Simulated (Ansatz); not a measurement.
## Fe3Ge under changes of volume

One of the cells (12.262 Å³/atom); the others are scaled copies at fixed shape and fractional positions:

```
Ge Fe
1.0
     3.66050    0.00000    0.00000
     0.00000    3.66050    0.00000
     0.00000    0.00000    3.66050
Ge Fe
1 3
Direct
  0.00000 0.00000 0.00000
  0.50000 0.00000 0.50000
  0.50000 0.50000 0.00000
  0.00000 0.50000 0.50000
```

The cell comes from a database or a generator and needn't be the stable form of this composition.

- Program: Ansatz 0.2.0
- Functional: LDA
- Potentials or basis: Ansatz PAW
- Cutoff: 420 eV (not typed: the program's choice for these potentials)
- k mesh: 7 × 7 × 7
- Occupations: fermi-dirac, width 0.05 eV
- Spin: collinear spin, ferromagnetic start
- Starting moments: [0.0, 3.0, 3.0, 3.0] μB

| volume (Å³/atom) | energy over the lowest point (meV/atom) | pressure (GPa) | moment (μB per cell) |
| --- | --- | --- | --- |
| 11.526 | 0.00 | -8.2 | 6.10 |
| 11.772 | 15.39 | -12.0 | 6.18 |
| 12.017 | ? | ? | ? |
| 12.262 | 62.29 | -18.4 | 6.28 |
| 12.507 | 92.69 | -21.0 | 6.34 |
| 12.752 | 126.77 | -23.2 | 6.41 |
| 12.998 | 163.89 | -24.9 | 6.53 |

Task: What does the run at 12.017 Å³/atom give?

Result: Energy over the lowest point 36.32 meV/atom; pressure -15.4 GPa; moment 6.23 μB per cell.

Worked out: A Birch-Murnaghan fit of order 3 (a polynomial in V^(-2/3)) to the other rows has no minimum within the range. It gives 36.35 meV/atom at 12.017 Å³/atom, against the run's 36.32, and -dE/dV = -15.5 GPa, against -15.4. A parabola through the other rows of the moment, of slope 0.237 μB per Å³/atom there, gives 6.21 μB, against the run's 6.23.

Energies are extrapolated to zero smearing.

Caveats: the PAW data sets come from PBE, with cores solved anew for the run's functional, which leaves a small shift of forces and pressure.
